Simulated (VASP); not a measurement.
# Ag (Fm-3m) in VASP: settings compared

Aim: see how the results for Ag move with the level of theory and the settings. Levels: RPBE+D3, PBEsol+D3+U, PBE+D4+U, revPBE+dDsC. Tasks: density of states, equation of state, band structure, optical spectrum.

Everything below comes from runs of VASP 6.6.1. Logs are shortened: lines on timing, memory, paths and dates and some standing lists are left out, and cuts for length are marked.

### 1 The structure

It takes space group Fm-3m (No. 225, cubic). The conventional cell has a = 4.085 Å, b = 4.085 Å, c = 4.085 Å, α = 90.00°, β = 90.00°, γ = 90.00°. Ag (site symmetry m-3m) has 12 Ag at 2.89 Å as nearest neighbours.

### 2 Density of states, RPBE+D3

The input, POSCAR:

```
Ag
1.0
    0.0000000000      2.0427500000      2.0427500000
    2.0427500000      0.0000000000      2.0427500000
    2.0427500000      2.0427500000      0.0000000000
Ag
1
Direct
    0.0000000000      0.0000000000      0.0000000000
```

The input, INCAR.step1:

```
SYSTEM = Ag
  ALGO = Damped
  EDIFF = 1E-7
  ENCUT = 600
  GGA = RP
  ISIF = 2
  ISMEAR = -5
  IVDW = 11
  LASPH = .TRUE.
  LCHARG = .TRUE.
  LMAXMIX = 4
  LREAL = .FALSE.
  LWAVE = .FALSE.
  NBANDS = 16
  NELM = 60
  PREC = Accurate
  SIGMA = 0.2
  TIME = 0.2
```

The input, KPOINTS.step1:

```
k-points
0
G
  11 11 11
  0 0 0
```

The input, INCAR.step2:

```
SYSTEM = Ag
  ALGO = Damped
  EDIFF = 1E-7
  ENCUT = 600
  GGA = RP
  ICHARG = 11
  ISIF = 2
  ISMEAR = -5
  IVDW = 11
  LASPH = .TRUE.
  LCHARG = .FALSE.
  LMAXMIX = 4
  LORBIT = 11
  LREAL = .FALSE.
  LWAVE = .FALSE.
  NBANDS = 16
  NEDOS = 2001
  NELM = 60
  PREC = Accurate
  SIGMA = 0.2
  TIME = 0.2
```

The input, KPOINTS.step2:

```
k-points
0
G
  17 17 17
  0 0 0
```

Potentials or basis: VASP PAW PBE potentials, release 64 (Ag_sv_GW).

Run with:

```
$ cat potpaw_PBE.64/Ag_sv_GW/POTCAR > POTCAR
$ cp INCAR.step1 INCAR
$ cp KPOINTS.step1 KPOINTS
$ mpirun -np 1 vasp_std > vasp.out
$ cp INCAR.step2 INCAR
$ cp KPOINTS.step2 KPOINTS
$ mpirun -np 1 vasp_std > vasp.out
```

OUTCAR:

```text
SYSTEM = Ag
   EDIFF = 1E-7
   ENCUT = 600
   GGA = RP
   ICHARG = 11
   ISIF = 2
   ISMEAR = -5
   IVDW = 11
   LASPH = .TRUE.
   LORBIT = 11
   LREAL = .FALSE.
   NELM = 60
   PREC = Accurate
 IVDW          = 11

 ion  position               nearest neighbor table
   1  0.000  0.000  0.000-

  LATTYP: Found a face centered cubic cell.
 ALAT       =     4.0855000000

  Lattice vectors:

 A1 = (   0.0000000000,   2.0427500000,   2.0427500000)
 A2 = (   2.0427500000,   0.0000000000,   2.0427500000)
 A3 = (   2.0427500000,   2.0427500000,   0.0000000000)

Analysis of symmetry for initial positions (statically):
=====================================================================
 Subroutine PRICEL returns:
 Original cell was already a primitive cell.

 Routine SETGRP: Setting up the symmetry group for a
 face centered cubic supercell.

 Subroutine GETGRP returns: Found 48 space group operations
 (whereof 48 operations were pure point group operations)
 out of a pool of 48 trial point group operations.

The static configuration has the point symmetry O_h .

Analysis of symmetry for dynamics (positions and initial velocities):
=====================================================================
 Subroutine PRICEL returns:
 Original cell was already a primitive cell.

 Routine SETGRP: Setting up the symmetry group for a
 face centered cubic supercell.

 Subroutine GETGRP returns: Found 48 space group operations
 (whereof 48 operations were pure point group operations)
 out of a pool of 48 trial point group operations.

The dynamic configuration has the point symmetry O_h .

 Subroutine INISYM returns: Found 48 space group operations
 (whereof 48 operations are pure point group operations),
 and found     1 'primitive' translations

----------------------------------------------------------------------------------------

                                     Primitive cell

  volume of cell :      17.0481

  direct lattice vectors                    reciprocal lattice vectors
     0.000000000  2.042750000  2.042750000    -0.244768082  0.244768082  0.244768082
     2.042750000  0.000000000  2.042750000     0.244768082 -0.244768082  0.244768082
     2.042750000  2.042750000  0.000000000     0.244768082  0.244768082 -0.244768082

  length of vectors
     2.888884755  2.888884755  2.888884755     0.423950755  0.423950755  0.423950755

  position of ions in fractional coordinates (direct lattice)
     0.000000000  0.000000000  0.000000000

  ion indices of the primitive-cell ions
[... 79 lines left out ...]
   NSW    =      0    number of steps for IOM
   IBRION =     -1    ionic relax: 0-MD 1-quasi-New 2-CG
   NFREE  =      0    steps in history (QN), initial steepest desc. (CG)
   ISIF   =      2    stress and relaxation
   ISYM   =      2    0-nonsym 1-usesym 2-fastsym
   POTIM  = 0.5000    time-step for ionic-motion
   TEBEG  =    0.0;   TEEND  =   0.0 temperature during run
   PSTRESS=    0.0 pullay stress
   NELECT =      19.0000    total number of electrons
   NUPDOWN=      -1.0000    fix difference up-down
   EMIN   =  10.00;   EMAX   =-10.00  energy-range for DOS
   EFERMI =   0.00;   METHOD = LEGACY
   ISMEAR =    -5;   SIGMA  =   0.20  broadening in eV -4-tet -1-fermi 0-gaus
   EFERMI_NEDOS =   21; number of points for ismear=-14 and -15
   IALGO  =     53    algorithm
   IMIX   =      4    mixing-type and parameters
     AMIX     =   0.40;   BMIX     =  1.00
     AMIX_MAG =   1.60;   BMIX_MAG =  1.00
  volume/ion in A,a.u.               =      17.05       115.05
  Fermi-wavevector in a.u.,A,eV,Ry     =   1.697335  3.207497 39.197636  2.880945
  Thomas-Fermi vector in A             =   2.778035
   LORBIT       =     11    0 simple, 1 ext, 2 COOP (PROOUT), +10 PAW based schemes
   GGA     = RP    functional components
   LHFCALC =     F    Hartree Fock is set to
   AEXX    =    0.0000 exact exchange contribution
   IVDW    =    11    specifies the selected vdW correction
   LEPSILON=     F    determine dielectric tensor
   LRPA    =     F    only Hartree local field effects (RPA)
 non-spin polarized calculation
 Fermi weights with tetrahedron method with Bloechl corrections
  energy-cutoff  :      600.00
  volume of cell :       17.05
 maximum number of plane-waves:       584

 number of electron      18.9999992 magnetization

 Free energy of the ion-electron system (eV)
  ---------------------------------------------------
  ext. energy  EPLUGINS =         0.00000000
  ---------------------------------------------------
  free energy    TOTEN  =        -0.06296325 eV

  energy without entropy =       -0.06296325  energy(sigma->0) =       -0.06296325

 E-fermi :   7.4479     XC(G=0): -12.3695

 val. band max:        7.3477183792   @ k =   0.4706   0.1765   0.0000
 cond. band min:       7.3549649489   @ k =   0.4118   0.4118   0.0000
 fundamental gap:      0.0072465697
 Fermi energy:         7.4478835992

 k-point     1 :       0.0000    0.0000    0.0000
  band No.  band energies     occupation
      1     -84.6466      2.00000
      2     -48.0305      2.00000
      3     -48.0305      2.00000
      4     -48.0305      2.00000
      5      -0.3735      2.00000
      6       2.5709      2.00000
[... 433 lines left out ...]
      3     -48.0396      2.00000
      4     -48.0341      2.00000
      5       0.2787      2.00000
      6       2.4213      2.00000
[... 8 lines left out ...]
     15      29.8659      0.00000
     16      32.3778      0.00000

 [... further k-points ...]

------------------------ aborting loop because EDIFF is reached ----------------------------------------

 Edisp (eV)   -0.75213

 E8    (eV) :    -0.1970

  FORCE on cell =-STRESS in cart. coord.  units (eV):
  Direction    XX          YY          ZZ          XY          YZ          ZX
  --------------------------------------------------------------------------------------
  -------------------------------------------------------------------------------------
  Total       0.41294     0.41294     0.41294    -0.00000     0.00000    -0.00000
  in kB      38.80778    38.80778    38.80778    -0.00000     0.00000    -0.00000
  external pressure =       38.81 kB  Pullay stress =        0.00 kB

 VOLUME and BASIS-vectors are now :
 -----------------------------------------------------------------------------
  energy-cutoff  :      600.00
  volume of cell :       17.05
      direct lattice vectors                 reciprocal lattice vectors
     0.000000000  2.042750000  2.042750000    -0.244768082  0.244768082  0.244768082
     2.042750000  0.000000000  2.042750000     0.244768082 -0.244768082  0.244768082
     2.042750000  2.042750000  0.000000000     0.244768082  0.244768082 -0.244768082

 POSITION                                       TOTAL-FORCE (eV/Angst)
 -----------------------------------------------------------------------------------
      0.00000      0.00000      0.00000         0.000000      0.000000      0.000000
 -----------------------------------------------------------------------------------
    total drift:                               -0.000000      0.000000      0.000000

  FREE ENERGIE OF THE ION-ELECTRON SYSTEM (eV)
  ---------------------------------------------------
  free  energy   TOTEN  =        -0.8150975039 eV

  energy  without entropy=       -0.8150975039  energy(sigma->0) =       -0.81509750

 total charge

# of ion       s       p       d       f       tot
--------------------------------------------------
    1        2.178   6.060   8.469   0.005  16.712
```

Wall time 42 s (1 thread of Intel Xeon 6975P-C (Granite Rapids), shared host); peak memory 0.25 GiB.

What came out:

- Valence electrons inside the program's atomic spheres: Ag 16.71
- Dispersion energy per atom: -0.752 eV

Levels at points of the mesh, in eV from the Fermi level:
| k point | band 8 | band 9 | band 10 | band 11 | band 12 | band 13 |
| --- | --- | --- | --- | --- | --- | --- |
| (0.00, 0.00, 0.00) | -4.88 | -3.85 | -3.85 | 15.81 | 19.42 | 19.42 |

States per cell in windows of 0.5 eV (zero at the Fermi level; states under -8 eV left out):
```
from (eV)  total  Ag1_d  Ag1_s  Ag1_p  Ag1_f
     -8.0   0.01   0.00   0.00   0.00   0.00
     -7.5   0.04   0.00   0.01   0.00   0.00
     -7.0   0.08   0.01   0.01   0.00   0.00
     -6.5   0.89   0.54   0.04   0.01   0.00
     -6.0   1.61   1.12   0.03   0.01   0.00
     -5.5   1.18   0.91   0.01   0.01   0.00
     -5.0   1.75   1.41   0.01   0.01   0.00
     -4.5   1.50   1.24   0.01   0.01   0.00
     -4.0   1.39   1.21   0.01   0.01   0.00
     -3.5   1.66   1.52   0.00   0.00   0.00
     -3.0   0.44   0.38   0.01   0.00   0.00
     -2.5   0.11   0.06   0.01   0.00   0.00
     -2.0   0.10   0.04   0.01   0.01   0.00
     -1.5   0.13   0.05   0.01   0.01   0.00
     -1.0   0.12   0.04   0.01   0.01   0.00
     -0.5   0.15   0.04   0.01   0.01   0.00
      0.0   0.13   0.03   0.01   0.01   0.00
      0.5   0.13   0.03   0.01   0.01   0.00
      1.0   0.14   0.03   0.01   0.02   0.00
      1.5   0.12   0.03   0.01   0.02   0.00
      2.0   0.11   0.02   0.01   0.02   0.00
      2.5   0.12   0.02   0.01   0.02   0.00
      3.0   0.09   0.02   0.00   0.01   0.00
      3.5   0.14   0.03   0.02   0.01   0.00
      4.0   0.15   0.03   0.03   0.01   0.00
      4.5   0.15   0.03   0.02   0.01   0.00
      5.0   0.16   0.03   0.02   0.02   0.00
      5.5   0.14   0.02   0.02   0.02   0.00
      6.0   0.14   0.02   0.02   0.02   0.00
      6.5   0.18   0.03   0.03   0.02   0.00
      7.0   0.18   0.03   0.03   0.02   0.00
      7.5   0.21   0.03   0.03   0.02   0.00
```

Caveat: the PAW data sets were made with another functional, which shifts forces and pressure a little; pairwise dispersion overbinds metals, which lowers pressure and volume; tetrahedron occupations give inexact forces and stress in metals.

### 3 Equation of state, PBEsol+D3+U, spin-orbit coupling, no magnetisation

The input, run.py:

```python
from ase import Atoms
from ase.calculators.vasp import Vasp
from ase.eos import EquationOfState
from ase.io import Trajectory
from ase.units import GPa

atoms = Atoms(
    ['Ag'],
    cell=[[0.0, 2.04275, 2.04275], [2.04275, 0.0, 2.04275], [2.04275, 2.04275, 0.0]],
    scaled_positions=[[0.0, 0.0, 0.0]],
    pbc=True,
)
calc = Vasp(
    directory='calc',
    xc='pbesol',
    pp='PBE',
    setups='recommended',
    prec='Normal',
    encut=520,
    ediff=1e-06,
    ismear=1,
    sigma=0.01,
    lreal=False,
    lasph=True,
    nelm=60,
    algo='Normal',
    isif=2,
    lwave=False,
    lcharg=False,
    lorbit=11,
    lsorbit=True,
    gga_compat=False,
    lmaxmix=4,
    ldautype=2,
    ldauprint=1,
    ivdw=11,
    ldau_luj={'Ag': {'L': 2, 'U': 7, 'J': 0}},
    kpts=[8, 8, 8],
    gamma=True,
)
atoms.calc = calc
cell = atoms.cell.copy()
volumes, energies = [], []
traj = Trajectory('eos.traj', 'w')
for x in [0.94, 0.96, 0.98, 1.0, 1.02, 1.04, 1.06]:
    atoms.set_cell(cell * x ** (1 / 3), scale_atoms=True)
    volumes.append(atoms.get_volume())
    energies.append(atoms.get_potential_energy())
    traj.write(atoms)
    print(f'{x:5.2f} {volumes[-1]:12.5f} {energies[-1]:14.6f}')

v0, e0, B = EquationOfState(volumes, energies, eos='murnaghan').fit()
print(f'V0 = {v0:.4f} A^3, E0 = {e0:.6f} eV, B = {B / GPa:.2f} GPa')
```

Potentials or basis: VASP PAW PBE potentials, release 64 (Ag).

Run with:

```
$ python run.py
```

Output:

```text
0.94     16.02520      -1.627591
 0.96     16.36616      -1.617655
 0.98     16.70713      -1.604428
 1.00     17.04809      -1.588334
 1.02     17.38905      -1.569812
 1.04     17.73001      -1.549266
 1.06     18.07097      -1.526965
<dir> UserWarning: The minimum volume of your fit is not in your volumes.  You may not have a minimum in your dataset!
  warnings.warn(
V0 = 15.4315 A^3, E0 = -1.634940 eV, B = 114.03 GPa
```

OUTCAR:

```text
ENCUT = 520.000000
   EDIFF = 1.00e-06
   GGA = PS
   PREC = Normal
   ISIF = 2
   ISMEAR = 1
   LORBIT = 11
   NELM = 60
   IVDW = 11
   LASPH = .TRUE.
   LSORBIT = .TRUE.
   LREAL = .FALSE.
 IVDW          = 11

 ion  position               nearest neighbor table
   1  0.000  0.000  0.000-

  LATTYP: Found a face centered cubic cell.
 ALAT       =     4.1656281860

  Lattice vectors:

 A1 = (   0.0000000000,   2.0828140930,   2.0828140930)
 A2 = (   2.0828140930,   0.0000000000,   2.0828140930)
 A3 = (   2.0828140930,   2.0828140930,   0.0000000000)

Analysis of symmetry for initial positions (statically):
=====================================================================
 Subroutine PRICEL returns:
 Original cell was already a primitive cell.

 Routine SETGRP: Setting up the symmetry group for a
 face centered cubic supercell.

 Subroutine GETGRP returns: Found 48 space group operations
 (whereof 48 operations were pure point group operations)
 out of a pool of 48 trial point group operations.

The static configuration has the point symmetry O_h .

Analysis of symmetry for dynamics (positions and initial velocities):
=====================================================================
 Subroutine PRICEL returns:
 Original cell was already a primitive cell.

 Routine SETGRP: Setting up the symmetry group for a
 face centered cubic supercell.

 Subroutine GETGRP returns: Found 48 space group operations
 (whereof 48 operations were pure point group operations)
 out of a pool of 48 trial point group operations.

The dynamic configuration has the point symmetry O_h .

Analysis of structural, dynamic, and magnetic symmetry:
=====================================================================
 Subroutine PRICEL returns:
 Original cell was already a primitive cell.

 Routine SETGRP: Setting up the symmetry group for a
 face centered cubic supercell.

 Subroutine GETGRP returns: Found  6 space group operations
 (whereof  6 operations were pure point group operations)
 out of a pool of 48 trial point group operations.

The overall configuration has the point symmetry S_6 .

 Subroutine INISYM returns: Found  6 space group operations
 (whereof  6 operations are pure point group operations),
 and found     1 'primitive' translations
[... 194 lines left out ...]
  o =  0.9556  v = -0.0631  0.0315  0.3383  0.0315  0.0000 -0.1080  0.0315 -0.4150  0.0765 -0.4350      0.0000 -0.1396  0.0000  0.1396 -0.2840 -0.1081  0.0765 -0.4151  0.0315  0.4349

 number of electron      11.0000001 magnetization      -0.0075331     -0.0075331     -0.0075331

 Free energy of the ion-electron system (eV)
  ---------------------------------------------------
  ext. energy  EPLUGINS =         0.00000000
  ---------------------------------------------------
  free energy    TOTEN  =        -1.14910348 eV

  energy without entropy =       -1.14906917  energy(sigma->0) =       -1.14909204

 E-fermi :   6.5587     XC(G=0): -11.9251

 val. band max:        6.5537893666   @ k =   0.2500   0.1250  -0.2500
 cond. band min:       7.1887692459   @ k =   0.3750   0.2500  -0.1250
 fundamental gap:      0.6349798793
 Fermi energy:         6.5587091270

 k-point     1 :       0.0000    0.0000    0.0000
  band No.  band energies     occupation
      1       0.1147      1.00000
      2       0.1172      1.00000
      3       0.1192      1.00000
      4       0.1202      1.00000
      5       0.1217      1.00000
      6       0.1369      1.00000
[... 541 lines left out ...]
     19      24.2361      0.00000
     20      24.2498      0.00000

 [... further k-points ...]

------------------------ aborting loop because EDIFF is reached ----------------------------------------

 Edisp (eV)   -0.37787

 E8    (eV) :    -0.2199

  FORCE on cell =-STRESS in cart. coord.  units (eV):
  Direction    XX          YY          ZZ          XY          YZ          ZX
  --------------------------------------------------------------------------------------
  -------------------------------------------------------------------------------------
  Total      -1.25045    -1.25045    -1.25045    -0.00002    -0.00002    -0.00002
  in kB    -110.86508  -110.86508  -110.86508    -0.00168    -0.00168    -0.00168
  external pressure =     -110.87 kB  Pullay stress =        0.00 kB

 VOLUME and BASIS-vectors are now :
 -----------------------------------------------------------------------------
  energy-cutoff  :      520.00
  volume of cell :       18.07
      direct lattice vectors                 reciprocal lattice vectors
     0.000000000  2.082814093  2.082814093    -0.240059831  0.240059831  0.240059831
     2.082814093  0.000000000  2.082814093     0.240059831 -0.240059831  0.240059831
     2.082814093  2.082814093  0.000000000     0.240059831  0.240059831 -0.240059831

 POSITION                                       TOTAL-FORCE (eV/Angst)
 -----------------------------------------------------------------------------------
      0.00000      0.00000      0.00000        -0.000000     -0.000000     -0.000000
 -----------------------------------------------------------------------------------
    total drift:                               -0.000000     -0.000000     -0.000000

  FREE ENERGIE OF THE ION-ELECTRON SYSTEM (eV)
  ---------------------------------------------------
  free  energy   TOTEN  =        -1.5269764087 eV

  energy  without entropy=       -1.5269421033  energy(sigma->0) =       -1.52696497

 Spin-Orbit-Coupling matrix elements

 Ion:    1  E_soc:     -0.0454401
 l=   1
     0.0000000    -0.0013344    -0.0013344
    -0.0013344     0.0000000    -0.0013344
    -0.0013344    -0.0013344     0.0000000
 l=   2
     0.0000000    -0.0012962     0.0000000    -0.0012962    -0.0049427
    -0.0012962     0.0000000    -0.0037070    -0.0012962    -0.0012357
     0.0000000    -0.0037070     0.0000000    -0.0037070     0.0000000
    -0.0012962    -0.0012962    -0.0037070     0.0000000    -0.0012357
    -0.0049427    -0.0012357     0.0000000    -0.0012357     0.0000000
 l=   3
     0.0000000     0.0000000     0.0000000     0.0000000     0.0000000     0.0000000     0.0000000
     0.0000000     0.0000000     0.0000000     0.0000000     0.0000000     0.0000000     0.0000000
     0.0000000     0.0000000     0.0000000     0.0000000     0.0000000     0.0000000     0.0000000
     0.0000000     0.0000000     0.0000000     0.0000000     0.0000000     0.0000000     0.0000000
     0.0000000     0.0000000     0.0000000     0.0000000     0.0000000     0.0000000     0.0000000
     0.0000000     0.0000000     0.0000000     0.0000000     0.0000000     0.0000000     0.0000000
     0.0000000     0.0000000     0.0000000     0.0000000     0.0000000     0.0000000     0.0000000

 total charge

# of ion       s       p       d       tot
------------------------------------------
    1        0.382   0.216   9.485  10.083

 magnetization (x)

# of ion       s       p       d       tot
------------------------------------------
    1       -0.002  -0.002  -0.001  -0.005

 magnetization (y)

# of ion       s       p       d       tot
------------------------------------------
    1       -0.002  -0.002  -0.001  -0.005

 magnetization (z)

# of ion       s       p       d       tot
------------------------------------------
    1       -0.002  -0.002  -0.001  -0.005
```

INCAR:

```text
ENCUT = 520.000000
SIGMA = 0.010000
EDIFF = 1.00e-06
ALGO = Normal
GGA = PS
PREC = Normal
ISIF = 2
ISMEAR = 1
LDAUPRINT = 1
LDAUTYPE = 2
LMAXMIX = 4
LORBIT = 11
NELM = 60
IVDW = 11
LASPH = .TRUE.
LCHARG = .FALSE.
LWAVE = .FALSE.
LSORBIT = .TRUE.
GGA_COMPAT = .FALSE.
LREAL = .FALSE.
LDAU = .TRUE.
LDAUL = 2
LDAUU = 7.000
LDAUJ = 0.000
```

Wall time 80 s (1 thread of Intel Xeon 6975P-C (Granite Rapids), shared host); peak memory 0.18 GiB.

What came out:

```yaml
Equilibrium_volume: "15.41 Å³/atom (rough: see the caveat)"
Bulk_modulus: 108 GPa (rough)
```

Energy against volume, from the lowest point:
```tsv
volume (Å³/atom)	energy (meV/atom)
16.025	0.00
16.366	9.94
16.707	23.16
17.048	39.26
17.389	57.78
17.730	78.33
18.071	100.63
```

Caveat: the minimum lies outside the volumes run; the PAW data sets were made with another functional, which shifts forces and pressure a little; the U is typed as a test and isn't derived for this compound.

(Part 1 of 2 ends here.)
